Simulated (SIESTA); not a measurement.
# MgS (Niningerite) under changes of volume

One of the cells (17.962 Å³/atom); the others are scaled copies at fixed shape and fractional positions:

```xyz
2
Lattice="0.0000 2.6189 2.6189 2.6189 0.0000 2.6189 2.6189 2.6189 0.0000" Properties=species:S:1:pos:R:3 pbc="T T T"
S     2.6189    2.6189    2.6189
Mg    0.0000    0.0000    0.0000
```

| Property | Result |
| --- | --- |
| Program | SIESTA 5.4.2 |
| Functional | PBE |
| Potentials or basis | PseudoDojo 0.4 standard (PBE files) |
| Basis | DZP (energy shift 0.002 Ry) |
| Grid cutoff | 800 Ry |
| Energy shift | 0.002 Ry |
| k mesh | 9 × 9 × 9 |
| Occupations | fermi-dirac, width 0.05 eV |
| Spin | no spin polarisation |

```csv
volume (Å³/atom),energy over the lowest point (meV/atom),pressure (GPa),gap on the mesh (eV)
16.553,50.80,9.5,2.91
16.905,32.31,7.4,2.87
17.257,18.42,5.3,2.84
17.962,2.70,2.0,2.76
18.314,0.00,0.5,2.72
18.666,?,?,?
```

Question: What does the run at 18.666 Å³/atom give?

Answer: Energy over the lowest point 0.42 meV/atom; pressure -0.8 GPa; gap on the mesh 2.68 eV.

Worked out: A Birch-Murnaghan fit of order 3 (a polynomial in V^(-2/3)) to the other rows has its minimum at 18.45 Å³/atom, just outside them, with B0 = V·E''(V) = 68 GPa and B' = 4.8. It gives 0.28 meV/atom at 18.666 Å³/atom, against the run's 0.42, and -dE/dV = -0.7 GPa, against -0.8. A straight line through the other rows of the gap, of slope -1.87 eV per unit of ln V, extrapolates to 2.69 eV, against the run's 2.68.

Energies are extrapolated to zero smearing.

Caveats: semicore shells carry a single zeta, which can move pressures by several GPa and volumes by a few percent; an odd mesh through Γ misses points on the zone boundary, where band edges often lie; the basis of atomic orbitals isn't converged, which shifts pressures, moduli and gaps.
